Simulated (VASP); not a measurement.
Input of a VASP 6.6.1 run:

INCAR

```
SYSTEM = ZnCu
  ALGO = Fast
  EDIFF = 1E-7
  EDIFFG = -0.01
  ENCUT = 600
  GGA = PE
  IBRION = 2
  ISIF = 3
  ISMEAR = 0
  LASPH = .True.
  LCHARG = .False.
  LREAL = .False.
  LWAVE = .False.
  NELM = 60
  NSW = 100
  PREC = Accurate
  SIGMA = 0.1
```

Contents of KPOINTS:

```
k-points
0
Gamma
  18 18 18
  0 0 0
```

Contents of POSCAR:

```
ZnCu
1.0
    2.9675556317      0.0000000000      0.0000000000
    0.0000000000      2.9675556317      0.0000000000
    0.0000000000      0.0000000000      2.9675556317
Zn Cu
1 1
Direct
    0.5000000000      0.5000000000      0.5000000000
    0.0000000000      0.0000000000      0.0000000000
```

Potentials or basis: VASP PAW PBE potentials, release 64 (Zn, Cu).

The run is started by

```bash
$ cat potpaw_PBE.64/Zn/POTCAR potpaw_PBE.64/Cu/POTCAR > POTCAR
$ mpirun -np 1 vasp_std > vasp.out
```

What does it give for the relaxed cell?

a = 2.970 Å, b = 2.970 Å, c = 2.970 Å, α = 90.00°, β = 90.00°, γ = 90.00°.

Predict the space group after relaxing (to 0.05 Å).

Pm-3m (No. 221).

Estimate the relaxed volume.

13.10 Å³/atom.

Final structure:
```yaml
crystal:
  lattice:
    - [2.97021, 0.00000, 0.00000]
    - [0.00000, 2.97021, 0.00000]
    - [0.00000, 0.00000, 2.97021]
  atoms:
    - { symbol: Zn, position: [0.50000, 0.50000, 0.50000] }
    - { symbol: Cu, position: [0.00000, 0.00000, 0.00000] }
```
